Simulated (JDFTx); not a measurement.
# BeS (F-43m) in JDFTx: equation of state

Aim: energy against volume of BeS in PBEsol, for its equilibrium volume and stiffness.

Everything below comes from runs of JDFTx 1.7.0 (patched build). Logs are shortened: lines on timing, memory, paths and dates and some standing lists are left out, and cuts for length are marked. The log counts tension as positive stress, the text compression.

## (1) The structure

It takes space group F-43m (No. 216, cubic). The conventional cell has a = 4.850 Å, b = 4.850 Å, c = 4.850 Å, α = 90.00°, β = 90.00°, γ = 90.00°. S (site symmetry -43m) is surrounded by 4 Be at 2.10 Å. Be (site symmetry -43m) is surrounded by 4 S at 2.10 Å.

## (2) Equation of state, PBEsol, 13.40 Å³/atom (volume scaled by 0.94)

Contents of BeS.in:

```
lattice \
    0.0000000000     4.4890374428     4.4890374428 \
    4.4890374428     0.0000000000     4.4890374428 \
    4.4890374428     4.4890374428     0.0000000000
coords-type Lattice
ion S      0.7500000000     0.7500000000     0.7500000000 1
ion Be     0.0000000000     0.0000000000     0.0000000000 1

ion-species pseudo/S.upf
ion-species pseudo/Be.upf
elec-cutoff 44 352
elec-ex-corr gga-PBEsol
kpoint-folding 9 9 9
elec-smearing Fermi 0.0018374661
elec-n-bands 10
electronic-SCF nIterations 100 energyDiffThreshold 1e-09
electronic-minimize nIterations 30 energyDiffThreshold 1e-7
forces-output-coords Cartesian

dump-name run.$VAR
dump End Ecomponents EigStats BandEigs Kpoints Forces Stress
```

Potentials or basis: PseudoDojo-SR-PBEsol-0.4.1-standard with smoothed tails.

Launch:

```bash
$ jdftx -c 1 -i BeS.in -o BeS.out
```

The log of the run:

```text
*************** JDFTx 1.7.0 (patched build) ***************

Input parsed successfully to the following command list (including defaults):
[... the input with its defaults ...]

---------- Setting up symmetries ----------

Found 48 point-group symmetries of the bravais lattice
Found 24 space-group symmetries with basis
Applied RMS atom displacement 0 bohrs to make symmetries exact.

---------- Initializing the Grid ----------
R =
[            0      4.48904      4.48904  ]
[      4.48904            0      4.48904  ]
[      4.48904      4.48904            0  ]
unit cell volume = 180.921
G =
[  -0.699837   0.699837   0.699837  ]
[   0.699837  -0.699837   0.699837  ]
[   0.699837   0.699837  -0.699837  ]
Minimum fftbox size, Smin = [  56  56  56  ]
Chosen fftbox size, S = [  56  56  56  ]

---------- Initializing tighter grid for wavefunction operations ----------
R =
[            0      4.48904      4.48904  ]
[      4.48904            0      4.48904  ]
[      4.48904      4.48904            0  ]
unit cell volume = 180.921
G =
[  -0.699837   0.699837   0.699837  ]
[   0.699837  -0.699837   0.699837  ]
[   0.699837   0.699837  -0.699837  ]
Minimum fftbox size, Smin = [  40  40  40  ]
Chosen fftbox size, S = [  40  40  40  ]

---------- Exchange Correlation functional ----------
Initalized PBEsol GGA exchange.
Initalized PBEsol GGA correlation.

---------- Setting up pseudopotentials ----------
Width of ionic core gaussian charges (only for fluid interactions / plotting) set to 0

Reading pseudopotential file 'pseudo/S.upf':
  'S' pseudopotential, 'PBESOL' functional
  Generated using ONCVPSP code by D. R. Hamann
  6 valence electrons, 2 orbitals, 6 projectors, 1001 radial grid points, with lMax = 2
    3S    l: 0   occupation:  2.0   eigenvalue: -0.631879
    3P    l: 1   occupation:  4.0   eigenvalue: -0.256451
  Core radius for overlap checks: 1.58 bohrs.

Reading pseudopotential file 'pseudo/Be.upf':
  'Be' pseudopotential, 'PBESOL' functional
  Generated using ONCVPSP code by D. R. Hamann
  4 valence electrons, 2 orbitals, 4 projectors, 1001 radial grid points, with lMax = 1
    1S    l: 0   occupation:  2.0   eigenvalue: -3.875373
    2S    l: 0   occupation:  2.0   eigenvalue: -0.203711
  Core radius for overlap checks: 1.30 bohrs.

Initialized 2 species with 2 total atoms.

Folded 1 k-points by 9x9x9 to 729 k-points.

---------- Setting up k-points, bands, fillings ----------
Adding inversion symmetry to k-mesh for non-inversion-symmetric unit cell.
Reduced to 35 k-points under symmetry.
Computing the number of bands and number of electrons
Calculating initial fillings.
nElectrons:  10.000000   nBands: 10   nStates: 35

----- Setting up reduced wavefunction bases (one per k-point) -----
average nbasis = 2522.273 , ideal nbasis = 2522.102

---------- Setting up ewald sum ----------
Optimum gaussian width for ewald sums = 2.038843 bohr.
Real space sum over 1331 unit cells with max indices [  5  5  5  ]
Reciprocal space sum over 2197 terms with max indices [  6  6  6  ]

---------- Allocating electronic variables ----------
Initializing wave functions:  linear combination of atomic orbitals
Note: number of bands (10) exceeds available atomic orbitals (6)
S pseudo-atom occupations:   s ( 2 )  p ( 4 )
Be pseudo-atom occupations:   s ( 2 2 )
	FillingsUpdate:  mu: +0.390970578  nElectrons: 10.000000
LCAOMinimize: Iter:   0  F: -24.0430394383481243  |grad|_K:  3.665e-03  alpha:  1.000e+00
	FillingsUpdate:  mu: +0.388735047  nElectrons: 10.000000
LCAOMinimize: Iter:   1  F: -24.0586582970132170  |grad|_K:  1.117e-04  alpha:  6.463e-01  linmin: -1.644e-02  cgtest:  3.615e-02
LCAOMinimize: Encountered beta<0, resetting CG.
[... 5 lines of inner loops ...]
	FillingsUpdate:  mu: +0.388790052  nElectrons: 10.000000
LCAOMinimize: Iter:   4  F: -24.0586786166507416  |grad|_K:  6.041e-09  alpha:  9.525e-01  linmin: -7.520e-03  cgtest:  2.974e-02
LCAOMinimize: Encountered beta<0, resetting CG.
LCAOMinimize: Converged (|Delta F|<1.000000e-06 for 2 iters).

-------- Electronic minimization -----------
Will mix electronic density at each iteration.
	FillingsUpdate:  mu: +0.388790052  nElectrons: 10.000000
	FillingsUpdate:  mu: +0.290715987  nElectrons: 10.000000
SCF: Cycle:  0   F: -24.182424949225787   dF: -1.237e-01   |Residual|: 1.792e-01   |deigs|: 2.408e-01
	FillingsUpdate:  mu: +0.281200249  nElectrons: 10.000000
SCF: Cycle:  1   F: -24.214485254748979   dF: -3.206e-02   |Residual|: 6.560e-02   |deigs|: 3.000e-02
	FillingsUpdate:  mu: +0.282163915  nElectrons: 10.000000
SCF: Cycle:  2   F: -24.218213559771897   dF: -3.728e-03   |Residual|: 1.597e-02   |deigs|: 1.667e-02
	FillingsUpdate:  mu: +0.283498681  nElectrons: 10.000000
SCF: Cycle:  3   F: -24.218335208856232   dF: -1.216e-04   |Residual|: 3.113e-03   |deigs|: 3.907e-03
	FillingsUpdate:  mu: +0.283937005  nElectrons: 10.000000
SCF: Cycle:  4   F: -24.218341497507325   dF: -6.289e-06   |Residual|: 1.321e-03   |deigs|: 1.168e-03
	FillingsUpdate:  mu: +0.284050075  nElectrons: 10.000000
SCF: Cycle:  5   F: -24.218342531676740   dF: -1.034e-06   |Residual|: 2.034e-04   |deigs|: 2.267e-04
	FillingsUpdate:  mu: +0.284055590  nElectrons: 10.000000
SCF: Cycle:  6   F: -24.218342785155354   dF: -2.535e-07   |Residual|: 1.093e-04   |deigs|: 9.785e-05
	FillingsUpdate:  mu: +0.284061453  nElectrons: 10.000000
SCF: Cycle:  7   F: -24.218342871623257   dF: -8.647e-08   |Residual|: 6.400e-05   |deigs|: 9.044e-05
	FillingsUpdate:  mu: +0.284070581  nElectrons: 10.000000
SCF: Cycle:  8   F: -24.218342899711100   dF: -2.809e-08   |Residual|: 5.863e-06   |deigs|: 8.116e-05
	FillingsUpdate:  mu: +0.284069575  nElectrons: 10.000000
SCF: Cycle:  9   F: -24.218342908748483   dF: -9.037e-09   |Residual|: 8.620e-06   |deigs|: 7.951e-05
	FillingsUpdate:  mu: +0.284070043  nElectrons: 10.000000
SCF: Cycle: 10   F: -24.218342911895760   dF: -3.147e-09   |Residual|: 2.673e-06   |deigs|: 1.431e-04
	FillingsUpdate:  mu: +0.284069891  nElectrons: 10.000000
SCF: Cycle: 11   F: -24.218342912764037   dF: -8.683e-10   |Residual|: 2.655e-06   |deigs|: 1.041e-04
	FillingsUpdate:  mu: +0.284069985  nElectrons: 10.000000
SCF: Cycle: 12   F: -24.218342913164847   dF: -4.008e-10   |Residual|: 2.330e-07   |deigs|: 8.988e-05
SCF: Converged (|Delta E|<1.000000e-09 for 2 iters).

Setting wave functions to eigenvectors of Hamiltonian

# Stress tensor in Cartesian coordinates [Eh/a0^3]:
[ -0.000203572            0            0  ]
[            0 -0.000203572            0  ]
[            0            0 -0.000203572  ]

# Ionic positions in lattice coordinates:
ion S   0.750000000000000   0.750000000000000   0.750000000000000 1
ion Be   0.000000000000000   0.000000000000000   0.000000000000000 1

# Forces in Cartesian coordinates:
force S  -0.000000000000000  -0.000000000000000  -0.000000000000000 1
force Be  -0.000000000000000   0.000000000000000   0.000000000000000 1

# Energy components:
   Eewald =      -15.4212210269817476
       EH =        3.6770604847601409
     Eloc =      -11.6469434558747018
      Enl =       -8.6273869558645977
      Exc =       -5.5823885555834210
 Exc_core =        0.7613771319964422
       KE =       12.6211594643830392
-------------------------------------
     Etot =      -24.2183429131648467
       TS =        0.0000000000000007
-------------------------------------
        F =      -24.2183429131648467

IonicMinimize: Iter:   0  F: -24.218342913164847  |grad|_K:  1.715e-35
IonicMinimize: Converged (|grad|_K<1.000000e-04).

#--- Lowdin population analysis ---
# oxidation-state S -1.063
# oxidation-state Be +1.385

Dumping 'run.eigStats' ...
	eMin: -3.368559 at state 0 ( [ +0.000000 +0.000000 +0.000000 ] spin 0 )
	HOMO: +0.229451 at state 0 ( [ +0.000000 +0.000000 +0.000000 ] spin 0 )
	mu  : +0.284070
	LUMO: +0.335565 at state 23 ( [ +0.000000 +0.444444 +0.444444 ] spin 0 )
	eMax: +0.810392 at state 23 ( [ +0.000000 +0.444444 +0.444444 ] spin 0 )
	HOMO-LUMO gap: +0.106114
	Optical gap  : +0.204266 at state 0 ( [ +0.000000 +0.000000 +0.000000 ] spin 0 )
Done!
[note: the Lowdin charges miss the electrons that lie outside the files' atomic orbitals]
[note: mu as printed may lie anywhere between the filled and the empty levels]
```

Wall time 33 s (1 thread of AMD EPYC 7R43 (Zen 3), shared host); peak memory 0.11 GiB.

Results:

* Free energy: -659.0147 eV
* Pressure: 6.0 GPa
* Band gap on the k mesh: 2.89 eV, indirect (least direct gap 5.56 eV)

Caveat: an odd mesh through Γ misses points on the zone boundary, where band edges often lie.

## (3) Equation of state, PBEsol, 13.69 Å³/atom (volume scaled by 0.96)

Changes to BeS.in since step 2:

```diff
@@ -1,5 +1,5 @@
 lattice \
-    0.0000000000     4.4890374428     4.4890374428 \
-    4.4890374428     0.0000000000     4.4890374428 \
-    4.4890374428     4.4890374428     0.0000000000
+    0.0000000000     4.5206514242     4.5206514242 \
+    4.5206514242     0.0000000000     4.5206514242 \
+    4.5206514242     4.5206514242     0.0000000000
 coords-type Lattice
@@ -20,2 +20,2 @@
 dump-name run.$VAR
-dump End Ecomponents EigStats BandEigs Kpoints Forces Stress
+dump End Ecomponents EigStats BandEigs Kpoints Forces Stress ElecDensity Dtot KEdensity
```

Potentials or basis: PseudoDojo-SR-PBEsol-0.4.1-standard with smoothed tails.

Launch:

```bash
$ jdftx -c 1 -i BeS.in -o BeS.out
```

It took 35 s on 1 thread of AMD EPYC 7R43 (Zen 3), shared host; peak memory 0.11 GiB.

The run converged. Its results:

```yaml
Free_energy: -659.0317 eV
Pressure: 3.6 GPa
Band_gap_on_the_k_mesh: 2.94 eV, indirect (least direct gap 5.57 eV)
```

Caveat: an odd mesh through Γ misses points on the zone boundary, where band edges often lie.

## (4) Equation of state, PBEsol, 13.98 Å³/atom (volume scaled by 0.98)

Changes to BeS.in since step 3:

```diff
@@ -1,5 +1,5 @@
 lattice \
-    0.0000000000     4.5206514242     4.5206514242 \
-    4.5206514242     0.0000000000     4.5206514242 \
-    4.5206514242     4.5206514242     0.0000000000
+    0.0000000000     4.5518293157     4.5518293157 \
+    4.5518293157     0.0000000000     4.5518293157 \
+    4.5518293157     4.5518293157     0.0000000000
 coords-type Lattice
```

Launch:

```bash
$ jdftx -c 1 -i BeS.in -o BeS.out
```

It took 35 s on 1 thread of AMD EPYC 7R43 (Zen 3), shared host; peak memory 0.1 GiB.

Results (log left out):

```yaml
Free_energy: -659.0405 eV
Pressure: 1.4 GPa
Band_gap_on_the_k_mesh: 2.98 eV, indirect (least direct gap 5.59 eV)
```

Caveat: an odd mesh through Γ misses points on the zone boundary, where band edges often lie.

(Part 1 of 2 ends here.)
